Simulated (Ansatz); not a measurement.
MnS:

```
CELL_PARAMETERS angstrom
0.00000 2.60450 2.60450
2.60450 0.00000 2.60450
2.60450 2.60450 0.00000
ATOMIC_POSITIONS crystal
Mn 0.00000 0.00000 0.00000
S 0.50000 0.50000 0.50000
```

Base run:

```yaml
Program: Ansatz 0.2.0
Functional: PBE
Potentials_or_basis: Ansatz PAW
Cutoff: 420 eV
Density_cutoff: 1680 eV
k_mesh: 15 × 15 × 15
Occupations: fermi-dirac, width 0.05 eV
Spin: collinear spin, ferromagnetic start
Starting_moments: "[4.0, 0.0] μB"
```

Its results: band gap on the k mesh none (metal or under the smearing width); pressure -3.2 GPa; net moment 4.69 μB per cell; site moments Mn +4.20; S +0.14 μB.

**Question.** The run is repeated on the same cell with these changes: k mesh from 15 × 15 × 15 to 5 × 5 × 5. What comes out?

**Answer.** Band gap on the k mesh none (metal or under the smearing width); pressure -4.3 GPa; net moment 4.59 μB per cell; site moments Mn +4.14; S +0.12 μB.

Caveats: some runs use coarse meshes; a cell with one magnetic atom can't hold antiferromagnetic order, which such compounds often take; semilocal functionals often make such compounds metallic where correlation or magnetic order opens a gap, which also shifts bond lengths.

Not every run made on this cell is shown here.
